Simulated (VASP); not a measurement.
Write the native input for VASP 6.6.1 that does the following.

- Task: relaxation of cell and atoms
- Functional: PBEsol
- Potentials or basis: VASP PAW PBE potentials, release 64 (Ti_sv, O)
- Cutoff: 600 eV
- k mesh: 10 × 10 × 10
- Occupations: gaussian, width 0.03 eV
- Spin: no spin polarisation
- Further INCAR settings: ALGO = Normal; EDIFF = 1e-07; IBRION = 2; EDIFFG = -0.005; NSW = 90; ISIF = 3

The structure of TiO2 lies in POSCAR:

```
TiO2                                    
1.0
   -1.8860493893      1.8860493893      4.7794972993
    1.8860493893     -1.8860493893      4.7794972993
    1.8860493893      1.8860493893     -4.7794972993
  Ti              O             
     2     4
Direct
     0.0000000000000000    0.0000000000000000    0.0000000000000000
     0.7500000000000000    0.2500000000000000    0.5000000000000000
     0.2075587146242187    0.2075587146242187    0.0000000000000000
     0.9575587146242187    0.4575587146242186    0.5000000000000000
     0.5424412853757813    0.0424412853757814    0.5000000000000000
     0.7924412853757813    0.7924412853757813    0.0000000000000000
```

These files were run (other wordings do the same):

INCAR

```
SYSTEM = TiO2
ALGO = Normal
EDIFF = 1E-7
EDIFFG = -0.005
ENCUT = 600
GGA = PS
IBRION = 2
ISIF = 3
ISMEAR = 0
KPAR = 2
LASPH = .True.
LCHARG = .False.
LREAL = .False.
LWAVE = .False.
NELM = 80
NSW = 90
PREC = Accurate
SIGMA = 0.03
```

KPOINTS

```
k-points
0
Gamma
  10 10 10
  0 0 0
```

Potentials or basis: VASP PAW PBE potentials, release 64 (Ti_sv, O).

Run with:

```bash
$ cat potpaw_PBE.64/Ti_sv/POTCAR potpaw_PBE.64/O/POTCAR > POTCAR
$ mpirun -np 2 vasp_std > vasp.out
```

It gave:

| Item | Value |
| --- | --- |
| Pressure after relaxing | 0.0 GPa |
| Band gap on the k mesh | 2.09 eV, indirect (least direct gap 2.42 eV) |

Caveat: the relaxation stopped at its first step, so nothing moved; the PAW data sets were made with another functional, which shifts forces and pressure a little.

Run time: 3.5 min on 2 MPI ranks on Intel(R) Xeon(R) Platinum 8559C (Emerald Rapids), on a shared host, peak memory 0.43 GiB a rank.
